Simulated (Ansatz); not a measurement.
# C: start and end of a relaxation

A trial structure of C was built thus: 4-connected net of one element (Im-3m, No. 229). Its size is a rough estimate.

start:

Space group Im-3m (No. 229). a = 4.299 Å, b = 4.299 Å, c = 4.299 Å, α = 90.00°, β = 90.00°, γ = 90.00°
| atom | site | symmetry | x | y | z |
| --- | --- | --- | --- | --- | --- |
| C | 12d | -4m.2 | 0.0000 | 0.5000 | 0.2500 |

These are results of DFT PBE, scalar-relativistic, plane waves, PAW (Ansatz 0.2.0), not measurements. Cutoff 420 eV, Gaussian smearing, Γ-centred meshes. Cell and atoms relax first on a coarse mesh and then on a converged one. In between, the cell is made exact in the group found at 0.06 Å. The steps can't lower the symmetry of their start. No spin polarisation.

end:

Space group Im-3m (No. 229). a = 4.382 Å, b = 4.382 Å, c = 4.382 Å, α = 90.00°, β = 90.00°, γ = 90.00°
| atom | site | symmetry | x | y | z |
| --- | --- | --- | --- | --- | --- |
| C | 12d | -4m.2 | 0.0000 | 0.5000 | 0.2500 |

The symmetry stays Im-3m (No. 229). The volume per atom grows by 5.9 %, from 6.6 to 7.0 Å³. The shortest distance goes from 1.52 Å (C–C) to 1.55 Å (C–C).

```json
{"Volume per atom": "7.01 Å³", "Density": "2.84 g/cm³", "Energy over the standard state": "+0.520 eV/atom", "Gap on the 8×8×8 mesh of the 6-atom cell": "2.62 eV"}
```

Energies count from the standard state of C at the same level. So it is a metastable form at best.

The last run used Gaussian smearing of 0.02 eV. Kohn–Sham gaps at this level usually fall short of measured ones. The reference form of C is held partly by dispersion forces, which this level lacks. A structure relaxed within its symmetry needn't be a true minimum. In all, the 3 runs took 9.8 s on 1 thread of Arm Neoverse V1, with other jobs on the host.
